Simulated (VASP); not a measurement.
# Hg (C2/m) in VASP: further runs

Aim: see how the results for Hg move with the level of theory and the settings. Levels: r2SCAN, PBE, vdW-DF2. Tasks: single point.

Everything below comes from runs of VASP 6.6.1. Logs are shortened: lines on timing, memory, paths and dates and some standing lists are left out, and cuts for length are marked.

### Step 1. Starting point

The structure is monoclinic, space group C2/m (No. 12). Conventional cell: a = 4.249 Å, b = 5.345 Å, c = 3.583 Å, α = 90.00°, β = 126.18°, γ = 90.00°. Hg (site symmetry 2/m) is surrounded by 8 Hg at 3.41 to 3.59 Å.

### Step 2. Single point, r2SCAN

INCAR

```
SYSTEM = Hg
PREC = Accurate
ENCUT = 520
EDIFF = 1E-6
ISMEAR = 0
SIGMA = 0.1
LREAL = .FALSE.
LASPH = .TRUE.
NELM = 100
ALGO = Normal
ISIF = 2
LWAVE = .FALSE.
LCHARG = .FALSE.
METAGGA = R2SCAN
LMIXTAU = .TRUE.
NBANDS = 12
ADDGRID = .FALSE.
```

KPOINTS

```
Automatic mesh
0
G
  11 11 11
  0 0 0
```

POSCAR

```
Hg
1.0
    2.1243184923     -2.6725824964      0.0000000000
    2.1243184923      2.6725824964      0.0000000000
   -2.1151288124      0.0000000000      2.8921990043
Hg
1
Direct
    0.0000000000      0.0000000000      0.0000000000
```

Potentials or basis: VASP PAW PBE potentials, release 64 (Hg).

Launch:

```sh
$ cat potpaw_PBE.64/Hg/POTCAR > POTCAR
$ mpirun -np 1 vasp_std > vasp.out
```

OUTCAR:

```text
SYSTEM = Hg
   PREC = Accurate
   ENCUT = 520
   EDIFF = 1E-6
   ISMEAR = 0
   LREAL = .FALSE.
   LASPH = .TRUE.
   NELM = 100
   ISIF = 2
   METAGGA = R2SCAN

 Found    366 irreducible k-points:

 Following reciprocal coordinates:
            Coordinates               Weight
  0.000000  0.000000  0.000000      1.000000
  0.090909  0.000000 -0.000000      4.000000
  0.181818  0.000000 -0.000000      4.000000
  0.272727  0.000000  0.000000      4.000000
  0.363636  0.000000 -0.000000      4.000000
  0.454545  0.000000  0.000000      4.000000
   k-points           NKPTS =    366   k-points in BZ     NKDIM =    366   number of bands    NBANDS=     12
   number of dos      NEDOS =    301   number of ions     NIONS =      1
   total plane-waves  NPLWV =  21952
   dimension x,y,z NGX =    28 NGY =   28 NGZ =   28
   dimension x,y,z NGXF=    56 NGYF=   56 NGZF=   56
   ions per type =               1
   NGX,Y,Z   is equivalent  to a cutoff of  13.63, 13.63, 12.99 a.u.
   NGXF,Y,Z  is equivalent  to a cutoff of  27.27, 27.27, 25.98 a.u.
 SYSTEM =  Hg
   PREC   = accura    normal or accurate (medium, high low for compatibility)
   ISTART =      0    job   : 0-new  1-cont  2-samecut
   ICHARG =      2    charge: 1-file 2-atom 10-const
   ISPIN  =      1    spin polarized calculation?
   LNONCOLLINEAR =      F non collinear calculations
   LSORBIT =      F    spin-orbit coupling
   LASPH  =      T    aspherical Exc in radial PAW
   ENCUT  =  520.0 eV  38.22 Ry    6.18 a.u.   6.35  6.35  6.66*2*pi/ulx,y,z
   NELM   =    100;   NELMIN=  2; NELMDL= -5     # of ELM steps
   EDIFF  = 0.1E-05   stopping-criterion for ELM
   LREAL  =      F    real-space projection
   EDIFFG = 0.1E-04   stopping-criterion for IOM
   NSW    =      0    number of steps for IOM
   IBRION =     -1    ionic relax: 0-MD 1-quasi-New 2-CG
   NFREE  =      0    steps in history (QN), initial steepest desc. (CG)
   ISIF   =      2    stress and relaxation
   ISYM   =      2    0-nonsym 1-usesym 2-fastsym
   POTIM  = 0.5000    time-step for ionic-motion
   TEBEG  =    0.0;   TEEND  =   0.0 temperature during run
   PSTRESS=    0.0 pullay stress
   NELECT =      12.0000    total number of electrons
   NUPDOWN=      -1.0000    fix difference up-down
   EMIN   =  10.00;   EMAX   =-10.00  energy-range for DOS
   EFERMI =   0.00;   METHOD = LEGACY
   ISMEAR =     0;   SIGMA  =   0.10  broadening in eV -4-tet -1-fermi 0-gaus
   EFERMI_NEDOS =   21; number of points for ismear=-14 and -15
   IALGO  =     38    algorithm
   IMIX   =      4    mixing-type and parameters
     AMIX     =   0.40;   BMIX     =  1.00
     AMIX_MAG =   1.60;   BMIX_MAG =  1.00
  volume/ion in A,a.u.               =      32.84       221.62
  Fermi-wavevector in a.u.,A,eV,Ry     =   1.170395  2.211725 18.637577  1.369823
  Thomas-Fermi vector in A             =   2.306854
   LORBIT       =      0    0 simple, 1 ext, 2 COOP (PROOUT), +10 PAW based schemes
   METAGGA = R2SCAN    functional components
   LHFCALC =     F    Hartree Fock is set to
   AEXX    =    0.0000 exact exchange contribution
   IVDW    =     0    specifies the selected vdW correction
   LEPSILON=     F    determine dielectric tensor
   LRPA    =     F    only Hartree local field effects (RPA)
 non-spin polarized calculation
 Gauss-broadening in eV      SIGMA  =   0.10
  energy-cutoff  :      520.00
  volume of cell :       32.84
 maximum number of plane-waves:       898
 NGX is ok and might be reduce to    28
   NGX = 13   NGY = 13   NGZ = 13

 number of electron      11.9999998 magnetization

 Free energy of the ion-electron system (eV)
  ---------------------------------------------------
  ext. energy  EPLUGINS =         0.00000000
  ---------------------------------------------------
  free energy    TOTEN  =       -49.32359674 eV

  energy without entropy =      -49.32252826  energy(sigma->0) =      -49.32306250

 E-fermi :   0.5533     XC(G=0):  -9.5756

 val. band max:        0.5321432579   @ k =   0.4545   0.0000   0.4545
 cond. band min:       0.5568623164   @ k =   0.4545   0.0909   0.0000
 fundamental gap:      0.0247190585
 Fermi energy:         0.5533450881

 k-point     1 :       0.0000    0.0000    0.0000
  band No.  band energies     occupation
      1      -6.4830      2.00000
      2      -6.3208      2.00000
      3      -6.0999      2.00000
      4      -6.0774      2.00000
      5      -5.7646      2.00000
      6      -5.6437      2.00000
      7      12.5977      0.00000
      8      12.8091      0.00000
      9      13.2462      0.00000
     10      14.6326      0.00000
     11      14.8778      0.00000
     12      17.0405      0.00000

 k-point     2 :       0.0909    0.0000   -0.0000
  band No.  band energies     occupation
      1      -6.3613      2.00000
      2      -6.2570      2.00000
      3      -6.1079      2.00000
      4      -6.0334      2.00000
      5      -5.7733      2.00000
      6      -5.6555      2.00000
      7      11.1361      0.00000
      8      12.1985      0.00000
      9      12.8826      0.00000
     10      14.2507      0.00000
     11      14.7379      0.00000
     12      16.4966      0.00000

 k-point     3 :       0.1818    0.0000   -0.0000
  band No.  band energies     occupation
      1      -6.3403      2.00000
      2      -6.1622      2.00000
      3      -5.9482      2.00000
      4      -5.8077      2.00000
      5      -5.6819      2.00000
      6      -5.6451      2.00000
      7       8.2847      0.00000
      8      11.0896      0.00000
      9      12.2835      0.00000
     10      13.7000      0.00000
     11      14.9801      0.00000
     12      15.7691      0.00000

 k-point     4 :       0.2727    0.0000    0.0000
  band No.  band energies     occupation
      1      -6.3778      2.00000
      2      -6.2404      2.00000
      3      -5.8037      2.00000
      4      -5.7430      2.00000
      5      -5.6851      2.00000
      6      -4.7399      2.00000
      7       5.4617      0.00000
      8       9.9675      0.00000
      9      11.5695      0.00000
     10      13.2378      0.00000
     11      15.1820      0.00000
     12      15.7124      0.00000

 k-point     5 :       0.3636    0.0000   -0.0000
  band No.  band energies     occupation
      1      -6.4398      2.00000
      2      -6.3101      2.00000
      3      -5.8085      2.00000
      4      -5.6846      2.00000
      5      -5.5329      2.00000
      6      -3.4724      2.00000
      7       2.8959      0.00000
      8       9.0947      0.00000
      9      10.9834      0.00000
     10      12.9416      0.00000
     11      14.8952      0.00000
     12      16.4924      0.00000

 k-point     6 :       0.4545    0.0000    0.0000
  band No.  band energies     occupation
      1      -6.4875      2.00000
      2      -6.3464      2.00000
      3      -5.8139      2.00000
      4      -5.6683      2.00000
      5      -5.4090      2.00000
      6      -2.0299      2.00000
      7       0.7978      0.00055
      8       8.6185      0.00000
      9      10.6620      0.00000
     10      12.8031      0.00000
     11      14.7576      0.00000
     12      17.0594      0.00000

 [... further k-points ...]

------------------------ aborting loop because EDIFF is reached ----------------------------------------

  FORCE on cell =-STRESS in cart. coord.  units (eV):
  Direction    XX          YY          ZZ          XY          YZ          ZX
  --------------------------------------------------------------------------------------
  -------------------------------------------------------------------------------------
  Total       -0.3641598     -0.2735751     -0.3977750      0.0000000      0.0000000     -0.0011707
  in kB      -17.7661660    -13.3468351    -19.4061385      0.0000000      0.0000000     -0.0571127
  external PRESSURE =     -16.8397132 kB  Pullay stress =       0.0000000 kB

 VOLUME and BASIS-vectors are now :
 -----------------------------------------------------------------------------
  energy-cutoff  :      520.00
  volume of cell :       32.84
      direct lattice vectors                 reciprocal lattice vectors
     2.124318492 -2.672582496  0.000000000     0.235369603 -0.187084964  0.172130973
     2.124318492  2.672582496  0.000000000     0.235369603  0.187084964  0.172130973
    -2.115128812  0.000000000  2.892199004     0.000000000  0.000000000  0.345757674

 POSITION                                       TOTAL-FORCE (eV/Angst)
 -----------------------------------------------------------------------------------
      0.00000      0.00000      0.00000         0.000000     -0.000000      0.000000
 -----------------------------------------------------------------------------------
    total drift:                               -0.000000      0.000000     -0.000000

  FREE ENERGIE OF THE ION-ELECTRON SYSTEM (eV)
  ---------------------------------------------------
  free  energy   TOTEN  =       -49.3235967371 eV

  energy  without entropy=      -49.3225282627  energy(sigma->0) =      -49.32306250
```

Wall time 9.5 min (1 thread of Intel Xeon Platinum 8259CL at 2.50GHz (Skylake/Cascade Lake), shared host); peak memory 0.27 GiB.

The run converged, but some of its settings lie outside the range that counts as converged, so its numbers aren't taken as properties of the crystal.

Results:

| Item | Value |
| --- | --- |
| Free energy | -49.3236 eV |
| Pressure | -1.7 GPa |
| Band gap on the k mesh | none (metal or under the smearing width) |

Caveat: the PAW data sets were made with another functional, which shifts forces and pressure a little.

(Continued in part 2 of 2.)
